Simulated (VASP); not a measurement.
# BN (F-43m) in VASP: a series of runs

Aim: see how the results for BN move with the level of theory and the settings. Levels: PBE, LDA. Tasks: relaxation of cell and atoms, single point.

All numbers are computed with VASP 6.6.1; they aren't measurements. Logs are shortened: lines on timing, memory, paths and dates and some standing lists are left out, and cuts for length are marked.

### Step 1. The structure

The structure is cubic, space group F-43m (No. 216). The conventional cell has a = 3.626 Å, b = 3.626 Å, c = 3.626 Å, α = 90.00°, β = 90.00°, γ = 90.00°. Around N (site symmetry -43m) lie 4 B at 1.57 Å. B (site symmetry -43m) has 4 N at 1.57 Å as nearest neighbours.

The cell is a database's computed one.

### Step 2. Relaxation of cell and atoms, PBE

File INCAR:

```
  PREC = Accurate
  ENCUT = 600
  EDIFF = 1E-6
  ISMEAR = -1
  SIGMA = 0.05
  LREAL = False
  LASPH = True
  NELM = 80
  ALGO = Normal
  ISIF = 3
  LWAVE = False
  LCHARG = False
  GGA = PE
  IBRION = 2
  NSW = 60
  EDIFFG = -0.005
```

File KPOINTS:

```
Automatic mesh
0
Gamma
  13 13 13
```

File POSCAR:

```
BN
1.0
    0.0000000000      1.8130010000      1.8130010000
    1.8130010000      0.0000000000      1.8130010000
    1.8130010000      1.8130010000      0.0000000000
N B
1 1
Direct
    0.2500000000      0.2500000000      0.2500000000
    0.0000000000      0.0000000000      0.0000000000
```

Potentials or basis: VASP PAW PBE potentials, release 54 (N, B).

Launch:

```console
$ cat potpaw_PBE.54/N/POTCAR potpaw_PBE.54/B/POTCAR > POTCAR
$ mpirun -np 1 vasp_std > vasp.out
```

OUTCAR:

```text
PREC = Accurate
   ENCUT = 600
   EDIFF = 1E-6
   ISMEAR = -1
   LREAL = False
   LASPH = True
   NELM = 80
   ISIF = 3
   GGA = PE
   IBRION = 2
   NSW = 60
   EDIFFG = -0.005

 ion  position               nearest neighbor table
   1  0.250  0.250  0.250-   2 1.57   2 1.57   2 1.57   2 1.57
   2  0.000  0.000  0.000-   1 1.57   1 1.57   1 1.57   1 1.57

  LATTYP: Found a face centered cubic cell.
 ALAT       =     3.6260020000

  Lattice vectors:

 A1 = (   0.0000000000,   1.8130010000,   1.8130010000)
 A2 = (   1.8130010000,   0.0000000000,   1.8130010000)
 A3 = (   1.8130010000,   1.8130010000,   0.0000000000)

Analysis of symmetry for initial positions (statically):
=====================================================================
 Subroutine PRICEL returns:
 Original cell was already a primitive cell.

 Routine SETGRP: Setting up the symmetry group for a
 face centered cubic supercell.

 Subroutine GETGRP returns: Found 24 space group operations
 (whereof 24 operations were pure point group operations)
 out of a pool of 48 trial point group operations.

The static configuration has the point symmetry T_d .

Analysis of symmetry for dynamics (positions and initial velocities):
=====================================================================
 Subroutine PRICEL returns:
 Original cell was already a primitive cell.

 Routine SETGRP: Setting up the symmetry group for a
 face centered cubic supercell.

 Subroutine GETGRP returns: Found 24 space group operations
 (whereof 24 operations were pure point group operations)
 out of a pool of 48 trial point group operations.

The dynamic configuration has the point symmetry T_d .

 Subroutine INISYM returns: Found 24 space group operations
 (whereof 24 operations are pure point group operations),
 and found     1 'primitive' translations

----------------------------------------------------------------------------------------

                                     Primitive cell

  volume of cell :      11.9186

  direct lattice vectors                    reciprocal lattice vectors
     0.000000000  1.813001000  1.813001000    -0.275785838  0.275785838  0.275785838
     1.813001000  0.000000000  1.813001000     0.275785838 -0.275785838  0.275785838
     1.813001000  1.813001000  0.000000000     0.275785838  0.275785838 -0.275785838

  length of vectors
     2.563970603  2.563970603  2.563970603     0.477675083  0.477675083  0.477675083

  position of ions in fractional coordinates (direct lattice)
     0.250000000  0.250000000  0.250000000
[... 95 lines left out ...]
   IALGO  =     38    algorithm
   IMIX   =      4    mixing-type and parameters
     AMIX     =   0.40;   BMIX     =  1.00
     AMIX_MAG =   1.60;   BMIX_MAG =  1.00
  volume/ion in A,a.u.               =       5.96        40.22
  Fermi-wavevector in a.u.,A,eV,Ry     =   1.433387  2.708709 27.954506  2.054598
  Thomas-Fermi vector in A             =   2.552911
   LORBIT       =      0    0 simple, 1 ext, 2 COOP (PROOUT), +10 PAW based schemes
   GGA     = PE    functional components
   LHFCALC =     F    Hartree Fock is set to
   AEXX    =    0.0000 exact exchange contribution
   IVDW    =     0    specifies the selected vdW correction
   LEPSILON=     F    determine dielectric tensor
   LRPA    =     F    only Hartree local field effects (RPA)
 conjugate gradient relaxation of ions
 non-spin polarized calculation
  energy-cutoff  :      600.00
  volume of cell :       11.92
 maximum number of plane-waves:       411
   NGX = 11   NGY = 11   NGZ = 11

--------------------------------------- Ionic step        1  -------------------------------------------

 number of electron       7.9999999 magnetization

 Free energy of the ion-electron system (eV)
  ---------------------------------------------------
  ext. energy  EPLUGINS =         0.00000000
  ---------------------------------------------------
  free energy    TOTEN  =       -17.45461872 eV

  energy without entropy =      -17.45461872  energy(sigma->0) =      -17.45461872

------------------------ aborting loop because EDIFF is reached ----------------------------------------

  FORCE on cell =-STRESS in cart. coord.  units (eV):
  Direction    XX          YY          ZZ          XY          YZ          ZX
  --------------------------------------------------------------------------------------
  -------------------------------------------------------------------------------------
  Total       -0.0324190     -0.0324190     -0.0324190      0.0000000     -0.0000000      0.0000000
  in kB       -4.3579828     -4.3579828     -4.3579828      0.0000000     -0.0000000      0.0000000
  external PRESSURE =      -4.3579828 kB  Pullay stress =       0.0000000 kB
[... 59 lines left out ...]
--------------------------------------- Ionic step        3  -------------------------------------------

 number of electron       7.9999999 magnetization

 Free energy of the ion-electron system (eV)
  ---------------------------------------------------
  ext. energy  EPLUGINS =         0.00000000
  ---------------------------------------------------
  free energy    TOTEN  =       -17.45463920 eV

  energy without entropy =      -17.45463920  energy(sigma->0) =      -17.45463920

 E-fermi :   8.2767     XC(G=0): -12.7830

 val. band max:        7.3050813280   @ k =   0.0000   0.0000   0.0000
 cond. band min:      11.8299338953   @ k =   0.4615   0.4615   0.0000
 fundamental gap:      4.5248525673
 Fermi energy:         8.2767409321

 k-point     1 :       0.0000    0.0000    0.0000
  band No.  band energies     occupation
      1     -12.8357      2.00000
      2       7.3051      2.00000
      3       7.3051      2.00000
      4       7.3051      2.00000
      5      16.0871      0.00000
      6      16.0871      0.00000
      7      16.0871      0.00000
      8      17.5263      0.00000
[... 243 lines left out ...]
 k-point    24 :       0.4615    0.1538    0.0000
  band No.  band energies     occupation
      1      -8.8920      2.00000
      2      -1.9040      2.00000
      3       4.0614      2.00000
      4       4.4987      2.00000
      5      16.1627      0.00000
      6      19.3373      0.00000
      7      19.7640      0.00000
      8      21.8956      0.00000

 [... further k-points ...]

------------------------ aborting loop because EDIFF is reached ----------------------------------------

  FORCE on cell =-STRESS in cart. coord.  units (eV):
  Direction    XX          YY          ZZ          XY          YZ          ZX
  --------------------------------------------------------------------------------------
  -------------------------------------------------------------------------------------
  Total       -0.0000327     -0.0000327     -0.0000327     -0.0000000      0.0000000      0.0000000
  in kB       -0.0044069     -0.0044069     -0.0044069     -0.0000000      0.0000000      0.0000000
  external PRESSURE =      -0.0044069 kB  Pullay stress =       0.0000000 kB
[... 17 lines left out ...]
  FREE ENERGIE OF THE ION-ELECTRON SYSTEM (eV)
  ---------------------------------------------------
  free  energy   TOTEN  =       -17.4546392036 eV

  energy  without entropy=      -17.4546392036  energy(sigma->0) =      -17.45463920

 reached required accuracy - stopping structural energy minimisation
```

It took 9.1 s on 1 thread of Intel Xeon Platinum 8375C at 2.90GHz (Ice Lake), shared host; peak memory 0.12 GiB.

Results:

| Property | Result |
| --- | --- |
| Free energy | -17.4546 eV |
| Relaxed volume | 5.95 Å³/atom |
| Relaxed cell | a = 2.563 Å, b = 2.563 Å, c = 2.563 Å, α = 60.00°, β = 60.00°, γ = 60.00° |
| Space group after relaxing (to 0.05 Å) | F-43m (No. 216) |
| Energy gained by relaxing | 0.0 meV/atom |
| Ionic steps | 3 |
| Pressure after relaxing | 0.0 GPa |
| Band gap on the k mesh | 4.52 eV, indirect (least direct gap 8.78 eV) |

Final structure:
```
N B
1.0
     0.00000    1.81229    1.81229
     1.81229    0.00000    1.81229
     1.81229    1.81229    0.00000
N B
1 1
Cartesian
  0.9061 0.9061 0.9061
  0.0000 0.0000 0.0000
```

Caveat: an odd mesh through Γ misses points on the zone boundary, where band edges often lie.

### Step 3. Relaxation of cell and atoms, PBE

File INCAR:

```
  PREC = Accurate
  ENCUT = 580
  EDIFF = 1E-6
  ISMEAR = -1
  SIGMA = 0.05
  LREAL = False
  LASPH = True
  NELM = 60
  ALGO = Fast
  ISIF = 3
  LWAVE = False
  LCHARG = False
  GGA = PE
  IBRION = 2
  NSW = 40
  EDIFFG = -0.01
```

KPOINTS is that of step 2.

POSCAR is that of step 2.

Potentials or basis: VASP PAW PBE potentials, release 54 (N, B).

Launch:

```console
$ cat potpaw_PBE.54/N/POTCAR potpaw_PBE.54/B/POTCAR > POTCAR
$ mpirun -np 1 vasp_std > vasp.out
```

OUTCAR:

```text
PREC = Accurate
   ENCUT = 580
   EDIFF = 1E-6
   ISMEAR = -1
   LREAL = False
   LASPH = True
   NELM = 60
   ISIF = 3
   GGA = PE
   IBRION = 2
   NSW = 40
   EDIFFG = -0.01

 ion  position               nearest neighbor table
   1  0.250  0.250  0.250-   2 1.57   2 1.57   2 1.57   2 1.57
   2  0.000  0.000  0.000-   1 1.57   1 1.57   1 1.57   1 1.57

  LATTYP: Found a face centered cubic cell.
 ALAT       =     3.6260020000

  Lattice vectors:

 A1 = (   0.0000000000,   1.8130010000,   1.8130010000)
 A2 = (   1.8130010000,   0.0000000000,   1.8130010000)
 A3 = (   1.8130010000,   1.8130010000,   0.0000000000)

Analysis of symmetry for initial positions (statically):
=====================================================================
 Subroutine PRICEL returns:
 Original cell was already a primitive cell.

 Routine SETGRP: Setting up the symmetry group for a
[... 260 lines left out ...]
 k-point     1 :       0.0000    0.0000    0.0000
  band No.  band energies     occupation
      1     -12.8355      2.00000
      2       7.3043      2.00000
      3       7.3043      2.00000
      4       7.3043      2.00000
      5      16.0854      0.00000
      6      16.0854      0.00000
      7      16.0854      0.00000
      8      17.5232      0.00000
[... 243 lines left out ...]
 k-point    24 :       0.4615    0.1538    0.0000
  band No.  band energies     occupation
      1      -8.8925      2.00000
      2      -1.9043      2.00000
      3       4.0604      2.00000
      4       4.4978      2.00000
      5      16.1607      0.00000
      6      19.3344      0.00000
      7      19.7616      0.00000
      8      21.8928      0.00000

 [... further k-points ...]

------------------------ aborting loop because EDIFF is reached ----------------------------------------

  FORCE on cell =-STRESS in cart. coord.  units (eV):
  Direction    XX          YY          ZZ          XY          YZ          ZX
  --------------------------------------------------------------------------------------
  -------------------------------------------------------------------------------------
  Total        0.0015805      0.0015805      0.0015805     -0.0000000     -0.0000000     -0.0000000
  in kB        0.2126929      0.2126929      0.2126929     -0.0000000     -0.0000000     -0.0000000
  external PRESSURE =       0.2126929 kB  Pullay stress =       0.0000000 kB
[... 17 lines left out ...]
  FREE ENERGIE OF THE ION-ELECTRON SYSTEM (eV)
  ---------------------------------------------------
  free  energy   TOTEN  =       -17.4535403830 eV

  energy  without entropy=      -17.4535403830  energy(sigma->0) =      -17.45354038

 reached required accuracy - stopping structural energy minimisation
```

Run time: 9.2 s. Hardware: 1 thread of Intel Xeon Platinum 8375C at 2.90GHz (Ice Lake), shared host; peak memory 0.12 GiB.

What came out:

| Quantity | Value |
| --- | --- |
| Free energy | -17.4535 eV |
| Relaxed volume | 5.95 Å³/atom |
| Relaxed cell | a = 2.563 Å, b = 2.563 Å, c = 2.563 Å, α = 60.00°, β = 60.00°, γ = 60.00° |
| Space group after relaxing (to 0.05 Å) | F-43m (No. 216) |
| Energy gained by relaxing | 0.0 meV/atom |
| Ionic steps | 3 |
| Pressure after relaxing | 0.0 GPa |
| Band gap on the k mesh | 4.52 eV, indirect (least direct gap 8.78 eV) |

Final structure:
```cif
data_structure
_symmetry_space_group_name_H-M 'P 1'
_symmetry_Int_Tables_number 1
_cell_length_a 2.5631
_cell_length_b 2.5631
_cell_length_c 2.5631
_cell_angle_alpha 60.000
_cell_angle_beta 60.000
_cell_angle_gamma 60.000
_cell_volume 11.91
loop_
_atom_site_label
_atom_site_type_symbol
_atom_site_fract_x
_atom_site_fract_y
_atom_site_fract_z
_atom_site_occupancy
N1 N 0.25000 0.25000 0.25000 1
B1 B 0.00000 0.00000 0.00000 1
```

Levels at points of the mesh, in eV from the valence-band top:
```csv
k point,band 2,band 3,band 4,band 5,band 6,band 7
"(0.00, 0.00, 0.00)",0.00,0.00,0.00,8.78,8.78,8.78
```

Caveat: an odd mesh through Γ misses points on the zone boundary, where band edges often lie.

(Continued in part 2 of 2.)
